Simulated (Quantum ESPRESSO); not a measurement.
Cu, 2 atoms in the cell. Symmetry: P6_3/mmc, No. 194, hexagonal system. Conventional cell: a = 2.534 Å, b = 2.534 Å, c = 4.113 Å, α = 90.00°, β = 90.00°, γ = 120.00°. Cu (site symmetry -6m2) is surrounded by 12 Cu at 2.52 to 2.53 Å. This isn't the form of Cu at room conditions, which is fcc.

```yaml
Program: Quantum ESPRESSO 7.5
Task: phonons and electron-phonon coupling
Functional: PBE
Potentials_or_basis: Ansatz NC SR PBE
Cutoff: 1252 eV
Density_cutoff: 5007 eV
k_mesh: 6 × 6 × 4
Occupations: methfessel-paxton, width 0.272 eV
Spin: no spin polarisation
Mixing_beta: 0.5
Most_SCF_iterations: 120
SCF_threshold: 4e-10 Ry
q_mesh: 3 × 3 × 2
```

Potentials or basis: Ansatz NC SR PBE.

Command:

```sh
$ OMP_NUM_THREADS=1 mpirun -n 4 pw.x -nk 2 -in pw.in > pw.out
$ OMP_NUM_THREADS=1 mpirun -n 4 pw.x -nk 2 -in relax.in > relax.out
$ OMP_NUM_THREADS=1 mpirun -n 4 pw.x -nk 2 -in scf2.in > scf2.out
$ OMP_NUM_THREADS=1 mpirun -n 4 pw.x -nk 4 -in dense.in > dense.out
$ OMP_NUM_THREADS=1 mpirun -n 4 pw.x -nk 2 -in scf3.in > scf3.out
$ OMP_NUM_THREADS=1 mpirun -n 4 ph.x -nk 2 -in ph.in > ph.out
$ OMP_NUM_THREADS=1 mpirun -n 1 q2r.x -in q2r.in > q2r.out
$ OMP_NUM_THREADS=1 mpirun -n 1 matdyn.x -in matdyn.in > matdyn.out
$ OMP_NUM_THREADS=1 mpirun -n 1 matdyn.x -in matdyn_dos.in > matdyn_dos.out
$ OMP_NUM_THREADS=1 mpirun -n 1 matdyn.x -in matdyn_a2f.in > matdyn_a2f.out
$ OMP_NUM_THREADS=1 mpirun -n 1 matdyn.x -in matdyn_mesh.in > matdyn_mesh.out
```

Hardware: 4 MPI ranks on Arm Neoverse V1, with other jobs on the host.

Q: Estimate the wall time of this run.

A: Wall time 31 min on 4 MPI ranks on Arm Neoverse V1 (shared host), peak memory 0.76 GiB a rank. Counts: scf iterations 81, k pools 2, bands 27, ion steps 6, k points 21, g dense 18413.
